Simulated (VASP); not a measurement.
# BAs (F-43m) in VASP: notebook, part 2 of 3

VASP 6.6.1.

## Step 4: Relaxation of cell and atoms, PBE+D3(BJ)

Input file INCAR:

```
SYSTEM = BAs
PREC = Accurate ; ENCUT = 600
EDIFF = 1E-6 ; ISMEAR = 0
SIGMA = 0.03 ; LREAL = .FALSE.
LASPH = .TRUE. ; NELM = 80
ALGO = Normal ; ISIF = 3
LWAVE = .FALSE. ; LCHARG = .FALSE.
GGA = PE ; IVDW = 12
IBRION = 2 ; NSW = 90
EDIFFG = -0.01
```

Input file KPOINTS:

```
Automatic mesh
0
G
  10 10 10
  0 0 0
```

Input file POSCAR:

```
BAs
1.0
    0.0000000000      2.3885000000      2.3885000000
    2.3885000000      0.0000000000      2.3885000000
    2.3885000000      2.3885000000      0.0000000000
B As
1 1
Direct
    0.0000000000      0.0000000000      0.0000000000
    0.2500000000      0.2500000000      0.2500000000
```

Potentials or basis: VASP PAW PBE potentials, release 64 (B, As).

Launch:

```sh
$ cat potpaw_PBE.64/B/POTCAR potpaw_PBE.64/As/POTCAR > POTCAR
$ mpirun -np 1 vasp_std > vasp.out
```

OUTCAR:

```text
SYSTEM = BAs
   PREC = Accurate
   ENCUT = 600
   EDIFF = 1E-6
   ISMEAR = 0
   LREAL = .FALSE.
   LASPH = .TRUE.
   NELM = 80
   ISIF = 3
   GGA = PE
   IVDW = 12
   IBRION = 2
   NSW = 90
   EDIFFG = -0.01
 IVDW          = 12

 ion  position               nearest neighbor table
   1  0.000  0.000  0.000-   2 2.07   2 2.07   2 2.07   2 2.07
   2  0.250  0.250  0.250-   1 2.07   1 2.07   1 2.07   1 2.07

  LATTYP: Found a face centered cubic cell.
 ALAT       =     4.7770000000

  Lattice vectors:

 A1 = (   0.0000000000,   2.3885000000,   2.3885000000)
 A2 = (   2.3885000000,   0.0000000000,   2.3885000000)
 A3 = (   2.3885000000,   2.3885000000,   0.0000000000)

Analysis of symmetry for initial positions (statically):
=====================================================================
 Subroutine PRICEL returns:
 Original cell was already a primitive cell.

 Routine SETGRP: Setting up the symmetry group for a
 face centered cubic supercell.

 Subroutine GETGRP returns: Found 24 space group operations
 (whereof 24 operations were pure point group operations)
 out of a pool of 48 trial point group operations.

The static configuration has the point symmetry T_d .

Analysis of symmetry for dynamics (positions and initial velocities):
=====================================================================
 Subroutine PRICEL returns:
 Original cell was already a primitive cell.

 Routine SETGRP: Setting up the symmetry group for a
 face centered cubic supercell.

 Subroutine GETGRP returns: Found 24 space group operations
 (whereof 24 operations were pure point group operations)
 out of a pool of 48 trial point group operations.

The dynamic configuration has the point symmetry T_d .

 Subroutine INISYM returns: Found 24 space group operations
 (whereof 24 operations are pure point group operations),
 and found     1 'primitive' translations

----------------------------------------------------------------------------------------

                                     Primitive cell

  volume of cell :      27.2525

  direct lattice vectors                    reciprocal lattice vectors
     0.000000000  2.388500000  2.388500000    -0.209336404  0.209336404  0.209336404
     2.388500000  0.000000000  2.388500000     0.209336404 -0.209336404  0.209336404
     2.388500000  2.388500000  0.000000000     0.209336404  0.209336404 -0.209336404

  length of vectors
     3.377849094  3.377849094  3.377849094     0.362581287  0.362581287  0.362581287

  position of ions in fractional coordinates (direct lattice)
     0.000000000  0.000000000  0.000000000
     0.250000000  0.250000000  0.250000000

  ion indices of the primitive-cell ions
   primitive index   ion index
                 1           1
                 2           2

----------------------------------------------------------------------------------------

 KPOINTS: Automatic mesh

Automatic generation of k-mesh.
 Grid dimensions read from file:
 generate k-points for:   10   10   10

 Generating k-lattice:

  Cartesian coordinates                     Fractional coordinates (reciprocal lattice)
    -0.020933640  0.020933640  0.020933640     0.100000000  0.000000000  0.000000000
     0.020933640 -0.020933640  0.020933640     0.000000000  0.100000000  0.000000000
     0.020933640  0.020933640 -0.020933640     0.000000000  0.000000000  0.100000000

  Length of vectors
     0.036258129  0.036258129  0.036258129

  Shift w.r.t. Gamma in fractional coordinates (k-lattice)
     0.000000000  0.000000000  0.000000000

 Subroutine IBZKPT returns following result:
 ===========================================

 Found     47 irreducible k-points:

 Following reciprocal coordinates:
            Coordinates               Weight
  0.000000  0.000000  0.000000      1.000000
  0.100000  0.000000  0.000000      8.000000
  0.200000  0.000000  0.000000      8.000000
  0.300000  0.000000  0.000000      8.000000
  0.400000  0.000000  0.000000      8.000000
  0.500000  0.000000  0.000000      4.000000
[... 16 lines left out ...]
  0.300000  0.300000  0.000000      6.000000
  0.400000  0.300000  0.000000     24.000000
 [... further k-points ...]
   k-points           NKPTS =     47   k-points in BZ     NKDIM =     47   number of bands    NBANDS=      8
   number of dos      NEDOS =    301   number of ions     NIONS =      2
   total plane-waves  NPLWV =  21952
   dimension x,y,z NGX =    28 NGY =   28 NGZ =   28
   dimension x,y,z NGXF=    56 NGYF=   56 NGZF=   56
   ions per type =               1   1
   NGX,Y,Z   is equivalent  to a cutoff of  13.78, 13.78, 13.78 a.u.
   NGXF,Y,Z  is equivalent  to a cutoff of  27.56, 27.56, 27.56 a.u.
 SYSTEM =  BAs
   PREC   = accura    normal or accurate (medium, high low for compatibility)
   ISTART =      0    job   : 0-new  1-cont  2-samecut
   ICHARG =      2    charge: 1-file 2-atom 10-const
   ISPIN  =      1    spin polarized calculation?
   LNONCOLLINEAR =      F non collinear calculations
   LSORBIT =      F    spin-orbit coupling
   LASPH  =      T    aspherical Exc in radial PAW
   ENCUT  =  600.0 eV  44.10 Ry    6.64 a.u.   6.75  6.75  6.75*2*pi/ulx,y,z
   NELM   =     80;   NELMIN=  2; NELMDL= -5     # of ELM steps
   EDIFF  = 0.1E-05   stopping-criterion for ELM
   LREAL  =      F    real-space projection
   EDIFFG = -.1E-01   stopping-criterion for IOM
   NSW    =     90    number of steps for IOM
   IBRION =      2    ionic relax: 0-MD 1-quasi-New 2-CG
   NFREE  =      1    steps in history (QN), initial steepest desc. (CG)
   ISIF   =      3    stress and relaxation
   ISYM   =      2    0-nonsym 1-usesym 2-fastsym
   POTIM  = 0.5000    time-step for ionic-motion
   TEBEG  =    0.0;   TEEND  =   0.0 temperature during run
   PSTRESS=    0.0 pullay stress
   NELECT =       8.0000    total number of electrons
   NUPDOWN=      -1.0000    fix difference up-down
   EMIN   =  10.00;   EMAX   =-10.00  energy-range for DOS
   EFERMI =   0.00;   METHOD = LEGACY
   ISMEAR =     0;   SIGMA  =   0.03  broadening in eV -4-tet -1-fermi 0-gaus
   EFERMI_NEDOS =   21; number of points for ismear=-14 and -15
   IALGO  =     38    algorithm
   IMIX   =      4    mixing-type and parameters
     AMIX     =   0.40;   BMIX     =  1.00
     AMIX_MAG =   1.60;   BMIX_MAG =  1.00
  volume/ion in A,a.u.               =      13.63        91.95
  Fermi-wavevector in a.u.,A,eV,Ry     =   1.088018  2.056057 16.106360  1.183784
  Thomas-Fermi vector in A             =   2.224191
   LORBIT       =      0    0 simple, 1 ext, 2 COOP (PROOUT), +10 PAW based schemes
   GGA     = PE    functional components
   LHFCALC =     F    Hartree Fock is set to
   AEXX    =    0.0000 exact exchange contribution
   IVDW    =    12    specifies the selected vdW correction
   LEPSILON=     F    determine dielectric tensor
   LRPA    =     F    only Hartree local field effects (RPA)
 conjugate gradient relaxation of ions
 non-spin polarized calculation
 Gauss-broadening in eV      SIGMA  =   0.03
  energy-cutoff  :      600.00
  volume of cell :       27.25
 maximum number of plane-waves:       941
   NGX = 13   NGY = 13   NGZ = 13

--------------------------------------- Ionic step        1  -------------------------------------------

 number of electron       8.0000000 magnetization

 Free energy of the ion-electron system (eV)
  ---------------------------------------------------
  ext. energy  EPLUGINS =         0.00000000
  ---------------------------------------------------
  free energy    TOTEN  =       -11.40730621 eV

  energy without entropy =      -11.40730621  energy(sigma->0) =      -11.40730621

------------------------ aborting loop because EDIFF is reached ----------------------------------------

 Edisp (eV)   -0.65980

 E8    (eV) :    -0.2623
[... 71 lines left out ...]
--------------------------------------- Ionic step        3  -------------------------------------------

 number of electron       8.0000000 magnetization

 Free energy of the ion-electron system (eV)
  ---------------------------------------------------
  ext. energy  EPLUGINS =         0.00000000
  ---------------------------------------------------
  free energy    TOTEN  =       -11.40524312 eV

  energy without entropy =      -11.40524312  energy(sigma->0) =      -11.40524312

 E-fermi :   6.3119     XC(G=0): -10.5986

 val. band max:        6.1624813666   @ k =   0.0000   0.0000   0.0000
 cond. band min:       7.3348899322   @ k =   0.4000   0.4000   0.0000
 fundamental gap:      1.1724085655
 Fermi energy:         6.3119478652

 k-point     1 :       0.0000    0.0000    0.0000
  band No.  band energies     occupation
      1      -9.2687      2.00000
      2       6.1625      2.00000
      3       6.1625      2.00000
      4       6.1625      2.00000
      5       9.4432      0.00000
      6       9.4432      0.00000
      7       9.4432      0.00000
      8      10.8920      0.00000
[... 243 lines left out ...]
 k-point    24 :       0.4000    0.3000    0.0000
  band No.  band energies     occupation
      1      -6.6155      2.00000
      2      -0.3037      2.00000
      3       2.1725      2.00000
      4       2.6644      2.00000
      5       7.8572      0.00000
      6       9.5597      0.00000
      7      15.0219      0.00000
      8      15.2526      0.00000

 [... further k-points ...]

------------------------ aborting loop because EDIFF is reached ----------------------------------------

 Edisp (eV)   -0.66200

 E8    (eV) :    -0.2632
[... 25 lines left out ...]
  FREE ENERGIE OF THE ION-ELECTRON SYSTEM (eV)
  ---------------------------------------------------
  free  energy   TOTEN  =       -12.0672396161 eV

  energy  without entropy=      -12.0672396161  energy(sigma->0) =      -12.06723962

 reached required accuracy - stopping structural energy minimisation
```

OSZICAR:

```text
N       E                     dE             d eps       ncg     rms          rms(c)
DAV:   1     0.133597288919E+02    0.13360E+02   -0.42042E+03   752   0.980E+02
DAV:   2    -0.117187781259E+02   -0.25079E+02   -0.24439E+02  1096   0.113E+02
DAV:   3    -0.120463276584E+02   -0.32755E+00   -0.32755E+00   872   0.171E+01
DAV:   4    -0.120468010392E+02   -0.47338E-03   -0.47338E-03  1144   0.684E-01
[... 17 lines left out ...]
DAV:   1    -0.114052947074E+02   -0.16320E-02   -0.15421E-03   880   0.302E-01    0.385E-02
DAV:   2    -0.114052574077E+02    0.37300E-04   -0.59944E-05   800   0.481E-02    0.188E-02
DAV:   3    -0.114052445319E+02    0.12876E-04   -0.24371E-05   824   0.277E-02    0.624E-03
DAV:   4    -0.114052432902E+02    0.12417E-05   -0.14340E-06   648   0.808E-03    0.343E-03
DAV:   5    -0.114052431183E+02    0.17192E-06   -0.10493E-07   376   0.251E-03
   3 F= -.12067240E+02 E0= -.12067240E+02  d E =-.129471E-03
```

Wall time 15 s (1 thread of Intel Xeon 6975P-C (Granite Rapids), shared host); peak memory 0.17 GiB.

What came out:

* Free energy: -12.0672 eV
* Relaxed volume: 13.58 Å³/atom
* Relaxed cell: a = 3.374 Å, b = 3.374 Å, c = 3.374 Å, α = 60.00°, β = 60.00°, γ = 60.00°
* Space group after relaxing (to 0.05 Å): F-43m (No. 216)
* Energy gained by relaxing: 0.1 meV/atom
* Ionic steps: 3
* Pressure after relaxing: 0.0 GPa
* Band gap on the k mesh: 1.17 eV, indirect (least direct gap 3.28 eV)
* Dispersion energy per atom: -0.331 eV

Step by step:
| step | energy change (eV) | largest force (eV/Å) | pressure (GPa) | volume (Å³) |
| --- | --- | --- | --- | --- |
| 1 | 0.0000 | 0.0000 | -0.46 | 27.25 |
| 2 | -0.0001 | 0.0000 | 0.34 | 27.10 |
| 3 | -0.0001 | 0.0000 | 0.01 | 27.16 |

Final structure:
```
B As
1.0
     0.00000    2.38586    2.38586
     2.38586    0.00000    2.38586
     2.38586    2.38586    0.00000
B As
1 1
Direct
  0.00000 0.00000 0.00000
  0.25000 0.25000 0.25000
```

(Part 2 of 3 ends here.)
